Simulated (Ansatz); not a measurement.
## Contact densities of CdS against volume

```xyz
4
Lattice="4.1348 0.0000 0.0000 -2.0674 3.5808 0.0000 0.0000 0.0000 6.7490" Properties=species:S:1:pos:R:3 pbc="T T T"
Cd    0.0000    2.3872    0.0000
Cd    2.0674    1.1936    3.3745
S     0.0000    2.3872    2.5984
S     2.0674    1.1936    5.9729
```

Atom numbers follow the list: Cd1, Cd2, S3, S4.

The geometry is COD entry 9008862, unchecked; take it as a test cell. It differs from other determinations.

These are results of Ansatz 0.2.0, DFT, LDA, all-electron PAW with datasets made for the crystal, scalar-relativistic, not measurements.

Numerical set-up: a Γ-centred 8×8×4 k mesh, Fermi–Dirac smearing of 0.02 eV, cutoff 260 eV (chosen by the program for this cell), no spin polarisation.

The contact density is the mean electron density over the nuclear volume; its changes follow the s electrons' response to bonding and compression. Changes below are taken from the unscaled cell, where it is 1.03168e+06 e/Å³ at Cd1, 19621.3 e/Å³ at S3.

The datasets are made afresh for each cell, so very small changes are uncertain.

Task: Does compression raise or lower the contact density at S3?

Result: It lowers it, by 1.21 e/Å³ over the whole range.

Task: Tabulate the changes with volume.

Result: 
| V/V(cell) | P (GPa) | Δρ(0) Cd1 (e/Å³) | Δρ(0) S3 (e/Å³) |
| --- | --- | --- | --- |
| 0.9400 | 1.2 | 2.81 | -0.74 |
| 0.9800 | -1.5 | 0.84 | -0.24 |
| 1.0000 | -2.7 | 0.00 | 0.00 |
| 1.0100 | -3.2 | -0.39 | 0.12 |
| 1.0400 | -4.7 | -1.43 | 0.47 |
